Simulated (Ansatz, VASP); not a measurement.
# Ba in VASP and in Ansatz

File POSCAR:

```
Ba
1.0
    3.8437510333      0.0000000000      0.0000000000
    0.0000000000      3.8437510333      0.0000000000
    0.0000000000      0.0000000000      3.8437510333
Ba
1
Direct
    0.0000000000      0.0000000000      0.0000000000
```

File INCAR.step1:

```
  PREC = Accurate
  ENCUT = 520
  ISMEAR = 0
  SIGMA = 0.1
  LREAL = False
  LASPH = True
  NELM = 60
  NBANDS = 11
  GGA = PE
  ALGO = Normal
  EDIFF = 1E-4
  LWAVE = True
  LCHARG = False
```

INCAR.step2

```
  PREC = Accurate
  ENCUT = 520
  EDIFF = 1E-6
  ISMEAR = 0
  SIGMA = 0.1
  LREAL = False
  LASPH = True
  NELM = 60
  ALGO = Normal
  ISIF = 2
  LWAVE = False
  LCHARG = False
  METAGGA = R2SCAN
  LMIXTAU = True
  NBANDS = 11
  ISTART = 1
```

KPOINTS

```
regular mesh
0
Gamma
  12 12 12
```

Input for Ansatz:

```yaml
crystal:
  lattice:
    - [3.8437510333, 0.0, 0.0]
    - [0.0, 3.8437510333, 0.0]
    - [0.0, 0.0, 3.8437510333]
  atoms:
    - { symbol: Ba, position: [0.0, 0.0, 0.0] }
basis:
  ecutwfc: 500
kpoints:
  mp_grid: { grid: [12, 12, 12] }
hamiltonian:
  xc: r2scan
scf:
  occupations: { method: gaussian, width: 0.1 }
output:
  forces: true
  stress: true
  eigenvalues: true
```

Alike in both runs: task single point; functional r2SCAN; k mesh 12 × 12 × 12; occupations gaussian, width 0.1 eV; no spin polarisation.

|  | VASP | Ansatz |
| --- | --- | --- |
| version | VASP 6.6.1 | Ansatz 0.2.0 |
| potentials or method | VASP PAW PBE potentials, release 64 (Ba_sv) | scalar-relativistic, plane waves, PAW |
| plane-wave cutoff (eV) | 520 | 500 |
| valence electrons in the cell | 10 | 10 |

VASP gave:

* gap on the k mesh at the Fermi level (eV): none
* pressure (GPa): 0.6

Q: What did Ansatz give for the same quantities?

A: gap on the k mesh at the Fermi level (eV): none; pressure (GPa): 0.4.

A gap of «none» marks a metal or a gap that the smearing closes.

Caveats: the PAW data sets were made with another functional, which shifts forces and pressure a little (VASP). The runs have no spin-orbit coupling, so splittings on Ba are missing.
